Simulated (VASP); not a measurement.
**H10CO5: single point with PBE+D3(BJ)**

The system is H10CO5.

```
CELL_PARAMETERS angstrom
5.46144 0.00000 0.00000
0.00000 5.46144 0.00000
0.00000 0.00000 5.46144
ATOMIC_POSITIONS crystal
O 0.70918 0.73781 0.15889
O 0.14731 0.09271 0.57592
O 0.81940 0.46574 0.70343
O 0.51668 0.13015 0.88327
O 0.21555 0.41369 0.16060
H 0.64907 0.88680 0.07505
H 0.76397 0.63911 0.01766
H 0.03126 0.21926 0.63576
H 0.18835 0.15639 0.41373
H 0.69151 0.34165 0.74824
H 0.76005 0.55253 0.55920
H 0.42579 0.23314 0.99914
H 0.38448 0.09556 0.75804
H 0.22708 0.78648 0.16158
H 0.28847 0.62335 0.46255
C 0.24953 0.61072 0.26220
```

The cell was built by a generator and needn't be a form met in nature.

- Program: VASP 6.6.1
- Task: single point
- Functional: PBE
- Dispersion: D3(BJ)
- Potentials or basis: VASP PAW PBE potentials, release 64 (O, H, C)
- Cutoff: 520 eV
- k mesh: 1 × 1 × 1
- Occupations: fermi-dirac, width 0.02 eV
- Spin: no spin polarisation

```
Pressure                   : -0.6 GPa
Largest force              : 0.559 eV/Å
Band gap on the k mesh     : 4.10 eV, direct
Dispersion energy per atom : -0.038 eV
```

Forces in eV/Å, atoms in the order of the input:
```
O   -0.018 -0.016  0.051
O    0.043 -0.026  0.130
O    0.013 -0.050  0.030
O    0.047 -0.060 -0.026
O   -0.019 -0.447 -0.169
H   -0.021  0.073  0.002
H    0.005 -0.070 -0.016
H   -0.044  0.047  0.076
H    0.042  0.055 -0.221
H   -0.016 -0.052  0.085
H    0.040  0.094 -0.096
H   -0.042  0.063  0.054
H   -0.039 -0.035 -0.048
H   -0.006 -0.010 -0.013
H   -0.059 -0.041 -0.125
C    0.075  0.475  0.286
```

Stress tensor (GPa, compression positive):
```
-0.70  0.27 -0.22
 0.27 -0.44  0.94
-0.22  0.94 -0.53
```

Levels at points of the mesh, in eV from the valence-band top:
| k point | band 19 | band 20 | band 21 | band 22 | band 23 | band 24 | band 25 | band 26 |
| --- | --- | --- | --- | --- | --- | --- | --- | --- |
| (0.00, 0.00, 0.00) | -0.82 | -0.64 | -0.44 | 0.00 | 4.10 | 5.12 | 8.15 | 8.84 |

Wall time 33 s on 1 thread of Intel(R) Xeon(R) Platinum 8488C (Sapphire Rapids) (shared host), peak memory 0.23 GiB.

Caveat: the standard files for N, O and F lose accuracy on very short bonds. Expect the measured gap to be larger: semilocal functionals such as PBE lack the derivative discontinuity.
